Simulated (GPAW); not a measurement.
# BaTiO3 in GPAW: the effect of functional

The system is BaTiO3.

```xyz
5
Lattice="3.9998 0.0000 0.0000 0.0000 3.9998 0.0000 0.0000 0.0000 4.0180" Properties=species:S:1:pos:R:3 pbc="T T T"
Ba    0.0000    0.0000    0.0000
Ti    1.9999    1.9999    1.9688
O     0.0000    1.9999    2.0773
O     1.9999    0.0000    2.0773
O     1.9999    1.9999    0.0763
```

Alike in all runs:

```yaml
Program: GPAW 26.7.0
Task: dielectric tensor
Cutoff: 650 eV
Basis: pw
k_mesh: 6 × 6 × 6
Occupations: fermi-dirac, width 0.001 eV
Spin: no spin polarisation
```

Problem. One run gave: dielectric constant 4.39 mean. Which functional did it use?
A. AM05
B. GLLB-SC
C. PBE
D. PBEsol
E. LDA

Solution. B.

```tsv
functional	potentials or basis	dielectric constant (mean)
LDA	the program's PAW data sets (release 1.2.1) made for this functional	5.99
AM05	PAW data sets generated in the run's folder for this functional	5.90
PBEsol	PAW data sets generated in the run's folder for this functional	5.93
PBE	GPAW PAW data sets (gpaw-data 1.2.1)	5.81
RPBE	the program's PAW data sets (release 1.2.1) made for this functional	5.74
GLLB-SC	the program's PAW data sets (release 1.2.1) made for this functional	4.39
```

Caveats: the long-wavelength limit can be off by several per cent where d states take part; a model potential gives levels but no total energy (some runs); response on these states lacks terms of the Hamiltonian (some runs).
